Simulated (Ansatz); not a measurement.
# Pt (sc type): how the settings move a single-point run

Aim: see which settings change the result for Pt (sc type), by how much, and at what cost.

Method: reference: DFT, PBEsol, PAW with Ansatz's default frozen-core files, scalar-relativistic, in Ansatz 0.2.0.

2 further runs of the same task are left out: 2 set aside as unsound or not needed.

### Step 1. The structure to begin with

It takes space group Pm-3m (No. 221, cubic). Conventional cell: a = 2.589 Å, b = 2.589 Å, c = 2.589 Å, α = 90.00°, β = 90.00°, γ = 90.00°. Around Pt (site symmetry m-3m) lie 6 Pt at 2.59 Å.

Coordinates:

```
CELL_PARAMETERS angstrom
2.58947 0.00000 0.00000
0.00000 2.58947 0.00000
0.00000 0.00000 2.58947
ATOMIC_POSITIONS crystal
Pt 0.00000 0.00000 0.00000
```

### Step 2. Baseline

Input file input.yaml:

```yaml
crystal:
  lattice:
    - [2.5894708141, 0.0, 0.0]
    - [0.0, 2.5894708141, 0.0]
    - [0.0, 0.0, 2.5894708141]
  atoms:
    - { symbol: Pt, position: [0.0, 0.0, 0.0] }
kpoints:
  mp_grid: { grid: [12, 12, 12] }
scf:
  occupations: { method: fermi_dirac, width: 0.08 }
hamiltonian:
  xc: pbesol
  pseudopotentials: { kind: paw }
output:
  forces: true
  stress: true
  eigenvalues: true
  efg: { contact_densities: true }
  write_density: true
  write_potential: true
  elf: true
  volumetric_format: npy
```

Started as:

```console
$ ansatz run input.yaml --threads 1 --pin off --max-ram 2048MiB --backend cpu --events-out ev --progress --plain --runs-dir out
```

From the output:

```text
[...]
Basis set: ecut = 420 eV, 341 PW (Γ), exchange–correlation on 36×36×36 points (8 copies of the dense FFT grid, shifted against one another)
[...]
k-points: 84 of 1728
[...]
SCF iter   1: F=—  HF=-12383.301927 eV  |F-HF|=—  |Δ(HF+E_count)|=         —  Δρ=8.80e-3  dr2=1.34e-2  ethr=1.77e-3  ⟨swp⟩=4.9  Hψ=5846  notcnv=0
preconditioner: auto → none  [metal: Δε(μ)=0.033 eV  Ē_g=13.265 eV  σ=0.080 eV  W_gap=0.10  n_scr=6 (ndim 8)  ℏωp=28.2 eV  f_vac=0.000  D(μ)=1.24/eV (n_scr^D=18)  sad-step TF]
SCF iter   2: F=—  HF=-12383.298789 eV  |F-HF|=—  |Δ(HF+E_count)|=   3.14e-3  Δρ=3.63e-3  dr2=2.32e-3  ethr=7.45e-5  ⟨swp⟩=1.2  Hψ=1793  notcnv=0
[...]
SCF iter   5: F=-12383.298276 eV  HF=-12383.298276 eV  |F-HF|=3.09e-9  |Δ(HF+E_count)|=   1.68e-7  Δρ=5.18e-6  dr2=3.93e-9  ethr=1.81e-9  ⟨swp⟩=2.5  Hψ=1845  notcnv=0  defer=2
SCF iter   6: F=-12383.298276 eV  HF=-12383.298276 eV  |F-HF|=1.82e-12  |Δ(HF+E_count)|=   1.11e-9  Δρ=3.56e-7  dr2=5.68e-12  ethr=2.18e-11  ⟨swp⟩=4.2  Hψ=5438  notcnv=0
[...]
SCF converged after 6 iterations
Free energy (F): -12383.298276 eV
[...]
E sigma→0 (E₀):  -12383.285045 eV
[...]
Fermi energy:    19.124516 eV
[...]
  P = ⅓ Tr σ = -0.4271 GPa (-4.271 kbar)
[...]
```

Wall time 3.5 s (1 thread, shared host).

### Step 3. The same system, input altered

Changes to input.yaml since step 2:

```diff
@@ -11,2 +11,3 @@
   occupations: { method: fermi_dirac, width: 0.08 }
+  convergence: { dr2_threshold: 0.0001 }
 hamiltonian:
@@ -19,5 +20 @@
   efg: { contact_densities: true }
-  write_density: true
-  write_potential: true
-  elf: true
-  volumetric_format: npy
```

Started as:

```console
$ ansatz run input.yaml --threads 1 --pin off --max-ram 2048MiB --backend cpu --events-out ev --progress --plain --runs-dir out
```

Standard output:

```text
Warning: scf.convergence.dr2_threshold = 1e-4 eV is looser than this run's default, which is 1e-7 eV or tighter. The error in the forces grows as the threshold's square root, so leave the key out unless less accurate forces are enough
Warning: output.stress: scf.convergence.dr2_threshold = 1e-4 eV is looser than the 1e-10 eV advised for a printed stress (1e-10 eV for each atom of the cell: 1). What an SCF threshold leaves in a stress goes as its square root, and in the free energy as the threshold itself, and one threshold admits the most on a small cell: of the crystals measured, under no hybrid functional and no lock of the moments, on runs that ended without the residual-converged pass, on stresses that held no estimate of that error, the worst erred by over 100 MPa in a component at 1e-7 eV an atom and by under 5 at 1e-10. Set scf.convergence.dr2_threshold to 1e-10 eV or tighter. The threshold is an SCF's pass mark: one that does not reach it within its budget of iterations ends unconverged, or closes short of it on a stop that the run arms, and scf.convergence.dr2_threshold's page says what that costs each kind of run
Pt: output.efg is read without spin–orbit coupling, which moves field gradients at and beside such atoms by some per cent and up to a factor of two; PAW files take it under magnetization.noncollinear and magnetization.spin_orbit
Engine: ansatz 0.2.0
Pseudopotentials: kind: paw
Pseudopotential: Pt, paw, valence charge 18, recommended cutoff 420 eV (normal)
Functional definition: PBEsol
  exchange = pbesol_x
  correlation = pbesol_c
Crystal: 1 atoms, lattice volume = 17.363 Å³
Basis set: ecut = 420 eV, 341 PW (Γ), exchange–correlation on 36×36×36 points (8 copies of the dense FFT grid, shifted against one another)
Bands: 13, of which v1, the nominal top of the filled ones, is band 9 counted from 1 (8 counted from 0)
Symmetry: 48 space group operations
Space group: Pm-3m (ITA 221), of the structure as read, at distance tolerance 2.6e-5 Å
k-points: 84 of 1728
Non-local potential: Pt, projectors of the file, l = 0: 3, l = 1: 2, l = 2: 2, l = 3: 1
PAW form: soft (Blöchl's): semilocal exchange-correlation on the pseudo side does not see the compensation charge
PAW frozen core: Pt, regenerated for the run's functional, and the local potential with it (the file was generated under x = pbe(κ = 0.804, μ = 0.2195149727645171), c = pbe(β = 0.06672455060314922))
PAW one-centre angular grid: Pt, 590 points (default); XC on 64 Gauss nodes
Initial density: superposition of atomic densities (neutral atoms: chi_scale 0, normalization atom), corrected by the library's trained network
Initial wavefunctions: pseudopotential atomic-orbital guess
Functional: x = pbesol(κ = 0.804, μ = 0.12345679012345678), c = pbesol(β = 0.046)
SCF iter   1: F=—  HF=-12383.301927 eV  |F-HF|=—  |Δ(HF+E_count)|=         —  Δρ=8.80e-3  dr2=1.34e-2  ethr=1.77e-3  ⟨swp⟩=4.9  Hψ=5846  notcnv=0
preconditioner: auto → none  [metal: Δε(μ)=0.033 eV  Ē_g=13.265 eV  σ=0.080 eV  W_gap=0.10  n_scr=6 (ndim 8)  ℏωp=28.2 eV  f_vac=0.000  D(μ)=1.24/eV (n_scr^D=18)  sad-step TF]
SCF iter   2: F=—  HF=-12383.298773 eV  |F-HF|=—  |Δ(HF+E_count)|=   3.15e-3  Δρ=3.63e-3  dr2=2.32e-3  ethr=7.45e-5  ⟨swp⟩=1.2  Hψ=1793  notcnv=0
SCF iter   3: F=—  HF=-12383.298256 eV  |F-HF|=—  |Δ(HF+E_count)|=   5.17e-4  Δρ=6.15e-4  dr2=4.09e-5  ethr=1.29e-5  ⟨swp⟩=2.1  Hψ=1395  notcnv=0  defer=2
iter 4 did not close the SCF: its close was put off for the readings that it lacked (scf_convergence_deferred on its scf_iter line)
SCF iter   4: F=-12383.298276 eV  HF=-12383.298276 eV  |F-HF|=9.35e-8  |Δ(HF+E_count)|=   2.01e-5  Δρ=5.56e-5  dr2=3.25e-7  ethr=2.27e-7  ⟨swp⟩=2.3  Hψ=1627  notcnv=0  defer=2
iter 5 did not close the SCF: its close was put off for the readings that it lacked (scf_convergence_deferred on its scf_iter line)
SCF iter   5: F=-12383.298276 eV  HF=-12383.298276 eV  |F-HF|=3.06e-9  |Δ(HF+E_count)|=   1.69e-7  Δρ=5.17e-6  dr2=3.90e-9  ethr=1.81e-9  ⟨swp⟩=2.5  Hψ=1847  notcnv=0  defer=2
SCF iter   6: F=-12383.298276 eV  HF=-12383.298276 eV  |F-HF|=1.82e-12  |Δ(HF+E_count)|=  9.68e-10  Δρ=3.57e-7  dr2=5.68e-12  ethr=2.17e-11  ⟨swp⟩=1.1  Hψ=3207  notcnv=0
SCF 1 converged in 6 iterations: F = -12383.298276 eV  dr2 = 5.68e-12
SCF converged after 6 iterations
Free energy (F): -12383.298276 eV
Harris-Foulkes:  -12383.298276 eV  (|F-HF|=1.82e-12)
Internal energy: -12383.271815 eV  (E = F + TS)
E sigma→0 (E₀):  -12383.285045 eV
Entropy (-TS):   -0.026462 eV (-26.462 meV/atom)
Fermi energy:    19.124516 eV
--- Per-component energies (eV) ---
  E_band       = -197.619601
  E_kinetic    = 638.148259
  E_local      = -1739.633414  (includes V_loc(G=0)·N_el)
  E_nonlocal   = 203.410658
  E_hartree    = 647.248264
  E_xc         = -259.898054
  E_vxc        = -301.807004  (∫ρ·V_xc dr)
  E_paw        = -9316.835787  (= ΣΔE_a)
  E_vpaw       = -292.234856  (= ΣTr[D̂ρ^β])
  E_aug_tail   = 0.000199  (compensation charges beyond the density's cutoff)
  E_ewald      = -2555.998921
  E_core_change = 0.286981  (= ΣΔE_core)
  E_smearing   = -0.026462  (= −TS)
  E_closure    = 0.000000  (closes the sum)
  Σ components = -12383.298276   (vs F -12383.298276, Δ=0.00e0)
--- Forces (eV/Å), atoms counted from 1 ---
  atom   1  Pt     0.00000000     0.00000000     0.00000000
  max |Σ_I F_I| component: 2.44e-33 eV/Å
--- Stress (GPa, compression-positive) ---
       -0.427072       0.000000       0.000000
        0.000000      -0.427072       0.000000
        0.000000       0.000000      -0.427072
  P = ⅓ Tr σ = -0.4271 GPa (-4.271 kbar)
--- PAW observables at the nuclei: V_zz in 10²¹ V/m², potentials from the cell's mean, atoms counted from 1 ---
  atom   1  Pt V_zz =    +0.000000   η = 0.0000   by run symmetry: forbidden
            electrostatic potential = -16124.678225 V   contact ρ = 12069463.189502 e/Å³
--- Band table (eV; the first three rows and the last of 84) ---
  k-point 0: bands = ["-79.0623", "-32.9946", "-32.9946", "-32.9946", "10.3609", "13.1936", "13.1936", "19.5152", "19.5152", "19.5152", "34.5044", "34.5044", "34.5044"]
  k-point 1: bands = ["-79.0603", "-33.0303", "-32.9917", "-32.9917", "10.5632", "13.2319", "13.3795", "19.3259", "19.3259", "19.5299", "33.1868", "34.8664", "34.8664"]
  k-point 2: bands = ["-79.0549", "-33.1271", "-32.9839", "-32.9839", "11.0995", "13.3383", "13.9622", "18.8427", "18.8427", "19.5705", "30.7831", "35.8472", "35.8472"]
  k-point 83: bands = ["-78.9750", "-33.4023", "-33.4023", "-33.4023", "14.0600", "14.0600", "14.0600", "21.3828", "21.3828", "28.9300", "29.3873", "29.3873", "29.3873"]
```

Run time: 2.1 s. Hardware: 1 thread, shared host.

### Step 4. Can this result be trusted?

The run converged and reported no error, with warnings (force scf threshold loose, gradients without spin orbit, stress scf threshold loose). Its log warns: «scf.convergence.dr2_threshold = 1e-4 eV is looser than this run's default, which is 1e-7 eV or tighter. The error in the forces grows as the threshold's square root ...»

The threshold asked is loose, but the program put off the close and ended at dr2 = 5.7e-12, so little accuracy was lost here.

The way back: delete scf.convergence.dr2_threshold (the default then holds).

Energy and cycle count are those of the reference, so the change (convergence setting) left the result and the number of cycles as they were.

### Step 5. Comparison

```
                    run     ending  energy change  pressure (GPa)  gap (eV)  force (eV/Å)  cycles   time
              reference  converged              0            -0.4      0.00          0.00       6  3.5 s
1: dr2_threshold 0.0001  converged   0.0 meV/atom            -0.4      0.00          0.00       6  2.1 s
```

Times don't compare one to one where runs were asked for different outputs or read a saved state (see the inputs); cycles may leave out searches for a lower state.

Residual by cycle in the longest SCF loop of each run; runs are numbered as in the table. The quantity is the density residual dr2, in eV.

```
cycle  reference    run 1
    1     0.0134   0.0134
    2    0.00232  0.00232
    3     4.1e-5   4.1e-5
    4     3.3e-7   3.3e-7
    5     3.9e-9   3.9e-9
    6    5.7e-12  5.7e-12
```

**Reading.** Energy and cycle count are those of the reference, so the change (convergence setting) left the result and the number of cycles as they were.
